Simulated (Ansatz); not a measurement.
## Bands, cutoff and cost in G0W0 for BN (P6_3/mmc)

Wanted: a G0W0 gap for BN (P6_3/mmc) that is converged in bands and cutoff, or an estimate of the limit.

Calculated with Ansatz 0.2.0; G0W0 on PBE, plane waves, PAW.

Most raw output is cut from this account.

The database entry behind the starting cell differs from later determinations by our own check (about 0.3 % short, minor phase), so it need not match the best structure at ambient conditions.

## 1. Starting point

It takes space group P6_3/mmc (No. 194, hexagonal). The conventional cell has a = 2.498 Å, b = 2.498 Å, c = 6.636 Å, α = 90.00°, β = 90.00°, γ = 120.00°. Nearest to B lie 3 N at 1.44 Å. N has 3 B at 1.44 Å nearest. Farther neighbours and most contacts between anions are not listed.

The cell and positions come from the Crystallography Open Database and are kept as given unless a step says otherwise. The default PAW set here is soft_2. Its files were made with PBE.

## 2. 37 empty bands, screening to 60 eV

G0W0 replaces the xc potential by the self-energy, built once from these orbitals. Only a window of levels is corrected, while the sums run over the empty bands that the input names.

Input file input.yaml:

```yaml
crystal:
  lattice:
    - [2.49824, 0.0, 0.0]
    - [-1.24912, 2.1635393048, 0.0]
    - [0.0, 0.0, 6.6357]
  atoms:
    - { symbol: B, position: [0.3333333333, 0.6666666667, 0.25] }
    - { symbol: B, position: [0.6666666667, 0.3333333333, 0.75] }
    - { symbol: "N", position: [0.3333333333, 0.6666666667, 0.75] }
    - { symbol: "N", position: [0.6666666667, 0.3333333333, 0.25] }
kpoints:
  mp_grid: { grid: [9, 9, 2] }
hamiltonian:
  xc: pbe
scf:
  occupations: { method: fixed }
gw:
  n_empty_bands: 37
  ecut_chi: 60
  qp_bands: [v2, c2]
  qp_kpoints: band_edges
  screening: { model: contour_deformation }
```

The run is started by

```
> ansatz run input.yaml --threads 2 --pin off --max-ram 92160MiB --backend cuda --events-out ev --progress --plain --runs-dir out --devices 1 --max-vram 13GiB  # rebuilt from the run's record
```

It took 9.5 s on 1 × NVIDIA H100 80GB HBM3 (shared by 6 runs) with 2 threads of AMD EPYC 7R13 (Zen 3), shared host; peak memory 1 GiB; 12 s of CPU time.

This step gave:

| Property | Result |
| --- | --- |
| bands summed | 45 |
| RPA ε∞ on this mesh (eigenvalues) | 2.540, 4.590, 4.590 |
| plane waves in the screening matrix | 39 |
| q-points in the mesh | 162 |
| G0W0 gap on the mesh | 5.827 eV |
| k of the valence top | 0.3333, 0.3333, -0.5 |
| k of the conduction bottom | 0.1111, 0.4444, 0 |
| starting gap on the mesh | 4.413 eV |
| Z at the valence top | 0.7942 |
| Z at the conduction bottom | 0.8229 |
| least direct G0W0 gap on the computed points | 6.179 eV |

The gap on the mesh goes from 4.41 eV to 5.83 eV, a correction of +1.41 eV. Between the two edge states, bare exchange in place of the xc potential would open the gap by 8.50 eV, and correlation takes back 7.08 eV.

## 3. 107 empty bands, screening to 120 eV

Bands and screening cutoff are moved together, since each hides the error of the other.

input.yaml: that of step 2 with these lines changed.

```diff
@@ -17,4 +17,4 @@
 gw:
-  n_empty_bands: 37
-  ecut_chi: 60
+  n_empty_bands: 107
+  ecut_chi: 120
   qp_bands: [v2, c2]
```

Elapsed: 15 s, on 1 × NVIDIA H100 80GB HBM3 (shared by 6 runs) with 2 threads; peak memory 1.1 GiB; 22 s of CPU time.

Numbers from this step:

* bands summed: 115
* RPA ε∞ on this mesh (eigenvalues): 2.533, 4.558, 4.558
* plane waves in the screening matrix: 107
* q-points in the mesh: 162
* G0W0 gap on the mesh: 5.919 eV
* k of the valence top: 0.3333, 0.3333, -0.5
* k of the conduction bottom: 0.1111, 0.4444, 0
* starting gap on the mesh: 4.413 eV
* Z at the valence top: 0.7851
* Z at the conduction bottom: 0.8185
* least direct G0W0 gap on the computed points: 6.258 eV

Against the run with 9×9×2 mesh, 37 empty bands, screening to 60 eV, the gap moves by +0.09 eV.

## 4. 230 empty bands, screening to 200 eV

input.yaml: that of step 3 with these lines changed.

```diff
@@ -17,4 +17,4 @@
 gw:
-  n_empty_bands: 107
-  ecut_chi: 120
+  n_empty_bands: 230
+  ecut_chi: 200.0
   qp_bands: [v2, c2]
```

Wall time 17 s (1 × NVIDIA H100 80GB HBM3 (shared by 6 runs) with 2 threads); peak memory 1.3 GiB; 22 s of CPU time.

Numbers from this step:

```yaml
bands_summed: 238
rpa_eps_infinity_on_this_mesh_eigenvalues: 2.531, 4.531, 4.531
plane_waves_in_the_screening_matrix: 225
g0w0_gap_on_the_mesh: 6.066 eV
k_of_the_valence_top: 0.3333, 0.3333, -0.5
k_of_the_conduction_bottom: 0.1111, 0.4444, 0
starting_gap_on_the_mesh: 4.413 eV
least_direct_g0w0_gap_on_the_computed_points: 6.398 eV
```

Against the run with 9×9×2 mesh, 107 empty bands, screening to 120 eV, the gap moves by +0.15 eV.

## 5. Changing the k mesh: 6×6×2 mesh, 107 empty bands, screening to 120 eV

Only the mesh changes. It samples the long-range screening, which converges on its own terms. Bands and cutoff differ from the step before, so it is read against an earlier run that matches them.

input.yaml: that of step 4 with these lines changed.

```diff
@@ -11,3 +11,3 @@
 kpoints:
-  mp_grid: { grid: [9, 9, 2] }
+  mp_grid: { grid: [6, 6, 2] }
 hamiltonian:
@@ -17,4 +17,4 @@
 gw:
-  n_empty_bands: 230
-  ecut_chi: 200.0
+  n_empty_bands: 107
+  ecut_chi: 120
   qp_bands: [v2, c2]
```

Elapsed: 6.7 s, on 1 × NVIDIA H100 80GB HBM3 (shared by 6 runs) with 2 threads; peak memory 1 GiB.

This step gave:

| Item | Value |
| --- | --- |
| bands summed | 115 |
| RPA ε∞ on this mesh (eigenvalues) | 2.535, 4.543, 4.543 |
| plane waves in the screening matrix | 107 |
| G0W0 gap on the mesh | 5.786 eV |
| k of the valence top | 0.3333, 0.3333, -0.5 |
| k of the conduction bottom | 0, -0.5, 0 |
| starting gap on the mesh | 4.295 eV |
| least direct G0W0 gap on the computed points | 6.269 eV |

Against the run with 9×9×2 mesh, 107 empty bands, screening to 120 eV, the gap moves by −0.13 eV, while the start moved by −0.12 eV. A band edge is found at another k point on this mesh.

## 6. Changing the frequency model: 9×9×2 mesh, 107 empty bands, screening to 120 eV, plasmon pole

A plasmon pole stands in for the full frequency dependence of the screening; this run shows what that costs in accuracy.

input.yaml: that of step 5 with these lines changed.

```diff
@@ -11,3 +11,3 @@
 kpoints:
-  mp_grid: { grid: [6, 6, 2] }
+  mp_grid: { grid: [9, 9, 2] }
 hamiltonian:
@@ -21,2 +21,2 @@
   qp_kpoints: band_edges
-  screening: { model: contour_deformation }
+  screening: { model: godby_needs }
```

It took 13 s on 1 × NVIDIA H100 80GB HBM3 (shared by 6 runs) with 2 threads; peak memory 1.2 GiB; 15 s of CPU time.

This step gave:

```
bands summed                                 : 115
plasmon-pole fit frequency                   : 24.80 eV
RPA ε∞ on this mesh (eigenvalues)            : 2.533, 4.558, 4.558
plane waves in the screening matrix          : 107
G0W0 gap on the mesh                         : 5.908 eV
k of the valence top                         : 0.3333, 0.3333, -0.5
k of the conduction bottom                   : 0.1111, 0.4444, 0
starting gap on the mesh                     : 4.413 eV
least direct G0W0 gap on the computed points : 6.253 eV
```

Against the run with 9×9×2 mesh, 107 empty bands, screening to 120 eV, the gap moves by −0.011 eV.

## 7. Changing the files: 9×9×2 mesh, 107 empty bands, screening to 120 eV, hard PAW files

Other atomic data (hard PAW) test the pseudisation: the cutoff goes from 420 to 870 eV, with the same valence electrons.

input.yaml: that of step 6 with these lines changed.

```diff
@@ -14,2 +14,3 @@
   xc: pbe
+  pseudopotentials: { kind: paw, source: ansatz }
 scf:
@@ -21,2 +22,2 @@
   qp_kpoints: band_edges
-  screening: { model: godby_needs }
+  screening: { model: contour_deformation }
```

Wall time 18 s (1 × NVIDIA H100 80GB HBM3 (shared by 6 runs) with 2 threads); peak memory 1.2 GiB.

This step gave:

```
bands summed                                 : 115
RPA ε∞ on this mesh (eigenvalues)            : 2.534, 4.558, 4.558
plane waves in the screening matrix          : 107
G0W0 gap on the mesh                         : 5.916 eV
k of the valence top                         : 0.3333, 0.3333, -0.5
k of the conduction bottom                   : 0.1111, 0.4444, 0
starting gap on the mesh                     : 4.412 eV
least direct G0W0 gap on the computed points : 6.254 eV
```

Against the run with 9×9×2 mesh, 107 empty bands, screening to 120 eV, the gap moves by −0.003 eV.

## 8. The runs together

Times are wall times on 1 × NVIDIA H100 80GB HBM3 (shared by 6 runs) with 2 threads of AMD EPYC 7R13 (Zen 3), shared host, good to a factor of about two.

```csv
mesh,files,frequency,bands summed,cutoff (eV),start (eV),G0W0 (eV),time,host memory (GiB)
9×9×2,default PAW,contour deformation,45,60,4.413,5.827,9.5 s,1.0
9×9×2,default PAW,contour deformation,115,120,4.413,5.919,15 s,1.1
9×9×2,default PAW,contour deformation,238,200,4.413,6.066,17 s,1.3
6×6×2,default PAW,contour deformation,115,120,4.295,5.786,6.7 s,1.0
9×9×2,default PAW,plasmon pole,115,120,4.413,5.908,13 s,1.2
9×9×2,hard PAW,contour deformation,115,120,4.412,5.916,18 s,1.2
```

The parts of the quasiparticle energy at the two band edges (eV; QP = start + Σx + Σc − Vxc):

```csv
run,edge,start,Σx,Σc,Vxc,Z,QP
45 bands,valence top,4.79,-20.63,3.07,-17.21,0.79,4.44
45 bands,conduction bottom,9.21,-5.87,-4.02,-10.95,0.82,10.27
115 bands,valence top,4.79,-20.63,2.63,-17.21,0.79,4.01
115 bands,conduction bottom,9.21,-5.87,-4.36,-10.95,0.82,9.93
238 bands,valence top,4.79,-20.63,2.39,-17.21,0.78,3.77
238 bands,conduction bottom,9.21,-5.87,-4.46,-10.95,0.82,9.83
```

## 9. Summary of results

```yaml
45_bands_60_ev: 5.827 eV
115_bands_120_ev: 5.919 eV
238_bands_200_ev: 6.066 eV
estimated_limit_in_bands_and_cutoff: 6.20 eV
mesh_and_start: 9×9×2, PBE
```

What this shows: A line in one over the bands through the two highest rungs gives 6.20 eV, +0.14 eV from the top rung; the pair below gives 5.98 eV, so the estimate is still climbing. The rungs stand 0.38 eV (45 bands), 0.28 eV (115 bands) and 0.14 eV (238 bands) from it. From 45 to 238 bands the gap moves by +0.24 eV. Σc changes by −0.68 eV at the valence top and −0.44 eV at the conduction bottom, so the levels themselves move more than the gap between them. On the 6×6×2 mesh in place of 9×9×2 the gap differs by −0.13 eV, of which −0.12 eV is already in the start. The plasmon-pole model gives −0.01 eV against contour deformation, 1 % of the correction. Hard PAW files move the gap by −0.003 eV at equal bands and cutoff, −0.001 eV of it in the start. The 9×9×2 mesh misses a band edge: over a band path and its finer mesh (run apart) the PBE gap is 4.25 eV, so the G0W0 gap over the zone may lie about 0.16 eV below its value on the mesh. The 9×9×2 mesh is coarse for this cell (its supercell is 13 Å along the shortest edge). The RPA ε∞ on it, from the PBE start, is 2.53 and 4.53; such meshes misread the long-range screening, most where the gap is narrow.

[Paths, hosts, dates, memory and timing lines, banners, echoed tables and standing remarks are left out of the program output.]

[Logs are printed without paths, hosts, clocks, repeated set-up lines and the standing remarks that a program may print on its own settings, such as how far it seeks lower states.]

[Runs of the session that timed out or met a known fault of the program may be left out.]

[Cells called generated may have been cut or substituted from an entry of the Crystallography Open Database or the Materials Project.]

[Hosts, paths, dates, database ids (printed as entryN), source tags and the programs' standing remarks are cut or masked in the printed files.]
